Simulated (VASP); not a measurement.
# Ge (Fd-3m) in VASP: notebook

Runs on Ge. Level: LDA. Tasks: single point.

Everything below comes from runs of VASP 6.6.1. Logs are shortened: lines on timing, memory, paths and dates and some standing lists are left out, and cuts for length are marked.

## 1. The undisturbed crystal

Symmetry: Fd-3m, No. 227, cubic system. The conventional cell has a = 5.658 Å, b = 5.658 Å, c = 5.658 Å, α = 90.00°, β = 90.00°, γ = 90.00°. Ge (site symmetry -43m) is surrounded by 4 Ge at 2.45 Å.

## 2. Single point, LDA (a relaxed cell with its volume scaled by 1.03)

Input file INCAR:

```
  PREC = Accurate
  ENCUT = 520
  EDIFF = 1E-7
  ISMEAR = 0
  SIGMA = 0.02
  LREAL = False
  LASPH = True
  NELM = 100
  ALGO = Normal
  ISIF = 2
  LWAVE = False
  LCHARG = False
  GGA = CA
```

Input file KPOINTS:

```
Automatic mesh
0
Gamma
  10 10 10
```

Input file POSCAR:

```
Ge                                      
1.0
   -0.0000000000      2.8400450377      2.8400450377
    2.8400450377      0.0000000000      2.8400450377
    2.8400450377      2.8400450377      0.0000000000
  Ge            
     2
Direct
     0.0000000000000000    0.0000000000000000    0.0000000000000000
     0.2500000000000000    0.2500000000000000    0.2500000000000000
```

Potentials or basis: VASP PAW LDA potentials, release 64 (Ge_d).

Command:

```sh
cat potpaw_LDA.64/Ge_d/POTCAR > POTCAR
mpirun -np 1 vasp_std > vasp.out
```

OUTCAR:

```text
PREC = Accurate
   ENCUT = 520
   EDIFF = 1E-7
   ISMEAR = 0
   LREAL = False
   LASPH = True
   NELM = 100
   ISIF = 2
   GGA = CA

 ion  position               nearest neighbor table
   1  0.000  0.000  0.000-   2 2.46   2 2.46   2 2.46   2 2.46
   2  0.250  0.250  0.250-   1 2.46   1 2.46   1 2.46   1 2.46

  LATTYP: Found a face centered cubic cell.
 ALAT       =     5.6800900754

  Lattice vectors:

 A1 = (   0.0000000000,   2.8400450377,   2.8400450377)
 A2 = (   2.8400450377,   0.0000000000,   2.8400450377)
 A3 = (   2.8400450377,   2.8400450377,   0.0000000000)

Analysis of symmetry for initial positions (statically):
=====================================================================
 Subroutine PRICEL returns:
 Original cell was already a primitive cell.

 Routine SETGRP: Setting up the symmetry group for a
 face centered cubic supercell.

 Subroutine GETGRP returns: Found 48 space group operations
 (whereof 24 operations were pure point group operations)
 out of a pool of 48 trial point group operations.

The static configuration has the point symmetry T_d .
 The point group associated with its full space group is O_h .

Analysis of symmetry for dynamics (positions and initial velocities):
=====================================================================
 Subroutine PRICEL returns:
 Original cell was already a primitive cell.

 Routine SETGRP: Setting up the symmetry group for a
 face centered cubic supercell.

 Subroutine GETGRP returns: Found 48 space group operations
 (whereof 24 operations were pure point group operations)
 out of a pool of 48 trial point group operations.

The dynamic configuration has the point symmetry T_d .
 The point group associated with its full space group is O_h .

 Subroutine INISYM returns: Found 48 space group operations
 (whereof 24 operations are pure point group operations),
 and found     1 'primitive' translations

----------------------------------------------------------------------------------------

                                     Primitive cell

  volume of cell :      45.8148

  direct lattice vectors                    reciprocal lattice vectors
     0.000000000  2.840045038  2.840045038    -0.176053546  0.176053546  0.176053546
     2.840045038  0.000000000  2.840045038     0.176053546 -0.176053546  0.176053546
     2.840045038  2.840045038  0.000000000     0.176053546  0.176053546 -0.176053546

[... 82 lines left out ...]
   NELM   =    100;   NELMIN=  2; NELMDL= -5     # of ELM steps
   EDIFF  = 0.1E-06   stopping-criterion for ELM
   LREAL  =      F    real-space projection
   EDIFFG = 0.1E-05   stopping-criterion for IOM
   NSW    =      0    number of steps for IOM
   IBRION =     -1    ionic relax: 0-MD 1-quasi-New 2-CG
   NFREE  =      0    steps in history (QN), initial steepest desc. (CG)
   ISIF   =      2    stress and relaxation
   ISYM   =      2    0-nonsym 1-usesym 2-fastsym
   POTIM  = 0.5000    time-step for ionic-motion
   TEBEG  =    0.0;   TEEND  =   0.0 temperature during run
   PSTRESS=    0.0 pullay stress
   NELECT =      28.0000    total number of electrons
   NUPDOWN=      -1.0000    fix difference up-down
   EMIN   =  10.00;   EMAX   =-10.00  energy-range for DOS
   EFERMI =   0.00;   METHOD = LEGACY
   ISMEAR =     0;   SIGMA  =   0.02  broadening in eV -4-tet -1-fermi 0-gaus
   EFERMI_NEDOS =   21; number of points for ismear=-14 and -15
   IALGO  =     38    algorithm
   IMIX   =      4    mixing-type and parameters
     AMIX     =   0.40;   BMIX     =  1.00
     AMIX_MAG =   1.60;   BMIX_MAG =  1.00
  volume/ion in A,a.u.               =      22.91       154.59
  Fermi-wavevector in a.u.,A,eV,Ry     =   1.389288  2.625374 26.260892  1.930121
  Thomas-Fermi vector in A             =   2.513333
   LORBIT       =      0    0 simple, 1 ext, 2 COOP (PROOUT), +10 PAW based schemes
   GGA     = CA    functional components
   LHFCALC =     F    Hartree Fock is set to
   AEXX    =    0.0000 exact exchange contribution
   IVDW    =     0    specifies the selected vdW correction
   LEPSILON=     F    determine dielectric tensor
   LRPA    =     F    only Hartree local field effects (RPA)
 non-spin polarized calculation
 Gauss-broadening in eV      SIGMA  =   0.02
  energy-cutoff  :      520.00
  volume of cell :       45.81
 maximum number of plane-waves:      1251
 NGX is ok and might be reduce to    30
   NGX = 15   NGY = 15   NGZ = 15

 number of electron      28.0000012 magnetization

 Free energy of the ion-electron system (eV)
  ---------------------------------------------------
  ext. energy  EPLUGINS =         0.00000000
  ---------------------------------------------------
  free energy    TOTEN  =       -10.38062327 eV

  energy without entropy =      -10.38058186  energy(sigma->0) =      -10.38060257

 E-fermi :   4.6141     XC(G=0): -10.2327

 val. band max:        4.6098808480   @ k =   0.0000   0.0000   0.0000
 cond. band min:       4.6394816480   @ k =   0.5000   0.0000   0.0000
 fundamental gap:      0.0296007999
 Fermi energy:         4.6141268195

 k-point     1 :       0.0000    0.0000    0.0000
  band No.  band energies     occupation
      1     -20.3131      2.00000
      2     -20.3131      2.00000
      3     -20.3131      2.00000
      4     -20.2773      2.00000
      5     -20.2773      2.00000
      6     -20.0730      2.00000
[... 481 lines left out ...]
      5     -20.1964      2.00000
      6     -20.1741      2.00000
[... 10 lines left out ...]
     17      11.1627      0.00000
     18      11.7290      0.00000

 [... further k-points ...]

------------------------ aborting loop because EDIFF is reached ----------------------------------------

  FORCE on cell =-STRESS in cart. coord.  units (eV):
  Direction    XX          YY          ZZ          XY          YZ          ZX
  --------------------------------------------------------------------------------------
  -------------------------------------------------------------------------------------
  Total       -0.5668187     -0.5668187     -0.5668187      0.0000000      0.0000000      0.0000000
  in kB      -19.8220728    -19.8220728    -19.8220728      0.0000000      0.0000000      0.0000000
  external PRESSURE =     -19.8220728 kB  Pullay stress =       0.0000000 kB

 VOLUME and BASIS-vectors are now :
 -----------------------------------------------------------------------------
  energy-cutoff  :      520.00
  volume of cell :       45.81
      direct lattice vectors                 reciprocal lattice vectors
     0.000000000  2.840045038  2.840045038    -0.176053546  0.176053546  0.176053546
     2.840045038  0.000000000  2.840045038     0.176053546 -0.176053546  0.176053546
     2.840045038  2.840045038  0.000000000     0.176053546  0.176053546 -0.176053546

 POSITION                                       TOTAL-FORCE (eV/Angst)
 -----------------------------------------------------------------------------------
      0.00000      0.00000      0.00000        -0.000000     -0.000000      0.000000
      1.42002      1.42002      1.42002         0.000000      0.000000     -0.000000
 -----------------------------------------------------------------------------------
    total drift:                                0.000000      0.000000      0.000000

  FREE ENERGIE OF THE ION-ELECTRON SYSTEM (eV)
  ---------------------------------------------------
  free  energy   TOTEN  =       -10.3806232705 eV

  energy  without entropy=      -10.3805818635  energy(sigma->0) =      -10.38060257
```

It took 28 s on 1 thread of Intel Xeon Platinum 8259CL at 2.50GHz (Skylake/Cascade Lake), shared host; peak memory 0.16 GiB.

Results:

```
Free energy            : -10.3806 eV
Pressure               : -2.0 GPa
Band gap on the k mesh : none (metal or under the smearing width)
```

Levels at points of the mesh, in eV from the Fermi level:
```
           k point  band 12  band 13  band 14  band 15  band 16  band 17
(0.00, 0.00, 0.00)    -0.25     0.00     0.00     0.00     2.52     2.52
(0.50, 0.00, 0.00)    -7.59    -1.39    -1.39     0.03     3.71     3.71
(0.50, 0.50, 0.00)    -8.88    -3.04    -3.04     0.67     0.67     9.31
```

## 3. Single point, LDA (a relaxed cell with its volume scaled by 0.94)

INCAR is that of step 2.

KPOINTS is that of step 2.

Input file POSCAR:

```
Ge                                      
1.0
   -0.0000000000      2.7547917275      2.7547917275
    2.7547917275      0.0000000000      2.7547917275
    2.7547917275      2.7547917275      0.0000000000
  Ge            
     2
Direct
     0.0000000000000000    0.0000000000000000    0.0000000000000000
     0.2500000000000000    0.2500000000000000    0.2500000000000000
```

Potentials or basis: VASP PAW LDA potentials, release 64 (Ge_d).

Command:

```sh
cat potpaw_LDA.64/Ge_d/POTCAR > POTCAR
mpirun -np 1 vasp_std > vasp.out
```

Wall time 28 s (1 thread of Intel Xeon Platinum 8259CL at 2.50GHz (Skylake/Cascade Lake), shared host); peak memory 0.16 GiB.

The run converged. Its results:

* Free energy: -10.3472 eV
* Pressure: 5.2 GPa
* Band gap on the k mesh: 0.32 eV, indirect (least direct gap 0.60 eV)

Levels at points of the mesh, in eV from the valence-band top:
| k point | band 11 | band 12 | band 13 | band 14 | band 15 | band 16 | band 17 | band 18 |
| --- | --- | --- | --- | --- | --- | --- | --- | --- |
| (0.00, 0.00, 0.00) | -13.44 | 0.00 | 0.00 | 0.00 | 0.60 | 2.56 | 2.56 | 2.56 |
| (0.50, 0.00, 0.00) | -11.14 | -8.03 | -1.53 | -1.53 | 0.32 | 3.76 | 3.76 | 7.00 |
| (0.50, 0.50, 0.00) | -9.24 | -9.24 | -3.37 | -3.37 | 0.56 | 0.56 | 10.08 | 10.08 |

A k mesh can miss the band edges.
